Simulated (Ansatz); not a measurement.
From the elastic tensor of ZnSe to moduli and sound speeds

These are results of DFT LDA, scalar-relativistic, plane waves, PAW in Ansatz, not measurements. Settings: 420 eV plane-wave cutoff, Γ-centred 8×8×8 mesh, fixed occupations. No spin polarisation.

The structure is cubic, space group F-43m (No. 216). Conventional cell: a = 5.568 Å, b = 5.568 Å, c = 5.568 Å, α = 90.00°, β = 90.00°, γ = 90.00°. Zn (site symmetry -43m) has 4 Se at 2.41 Å as nearest neighbours. Se (site symmetry -43m) is surrounded by 4 Zn at 2.41 Å.

Relaxed-ion constants (GPa, on the Cartesian axes of the calculation):
```
97.6 58.9 58.9  0.0  0.0  0.0
58.9 97.6 58.9  0.0  0.0  0.0
58.9 58.9 97.6  0.0  0.0  0.0
 0.0  0.0  0.0 43.0  0.0  0.0
 0.0  0.0  0.0  0.0 43.0  0.0
 0.0  0.0  0.0  0.0  0.0 43.0
```

Density 5.556 g/cm³; 2 atoms in 43.14 Å³.

The values that follow are for a polycrystal of randomly turned grains, by Hill's mean where one number stands.

With S = C⁻¹: B_V = (C11+C22+C33+2(C12+C13+C23))/9, G_V = (C11+C22+C33−C12−C13−C23+3(C44+C55+C66))/15, 1/B_R = S11+S22+S33+2(S12+S13+S23), 15/G_R = 4(S11+S22+S33−S12−S13−S23)+3(S44+S55+S66); Hill is their mean. Then v_l = √((B+4G/3)/ρ), v_t = √(G/ρ), v_m = [(2/v_t³+1/v_l³)/3]^(−1/3) and Θ = (ħ/k_B)·v_m·(6π²n/V)^(1/3) for n atoms in the volume V; E = 9BG/(3B+G), ν = (3B−2G)/(2(3B+G)) and A^U = 5G_V/G_R + B_V/B_R − 6.

```json
{"Bulk modulus, Voigt / Reuss / Hill": "71.8 / 71.8 / 71.8 GPa", "Shear modulus, Voigt / Reuss / Hill": "33.6 / 28.9 / 31.2 GPa", "Young's modulus": "82 GPa", "Poisson ratio": "0.310", "Pugh ratio B/G": "2.30", "Universal anisotropy index": "0.81", "Longitudinal and transverse sound speeds": "4518 and 2371 m/s", "Debye temperature from the mean sound speed": "284 K"}
```

Cost: 1 run of about 3 core-minutes, on Intel Xeon Processor @ 2.50GHz (Skylake/Cascade Lake) (shared hosts).

ZnSe resists compression much better than shear, and its shear response is clearly anisotropic: C44, at 43.0 GPa, far exceeds the tetragonal shear stiffness, half the difference between C11 and C12. In the zincblende lattice, tetragonal shear leaves the bond lengths unchanged to first order and is opposed mainly by weak bond-angle forces, which the polarity of the Zn–Se bond softens further. The shear governed by C44 also stretches bonds, although the internal displacement of the two sublattices relieves part of that strain. Young's modulus is therefore largest along the ⟨111⟩ bond directions and smallest along the cube axes.

The lattice constant is shorter and the bulk modulus higher than the established experimental values, as expected from LDA overbinding. The constants satisfy the cubic Born criteria, so the crystal is stable against small homogeneous strains in this state. The Pugh ratio of 2.30 shouldn't be read as evidence of ductility, because fracture and plasticity in this polar covalent semiconductor depend on cleavage and dislocation motion, which elastic constants don't determine.
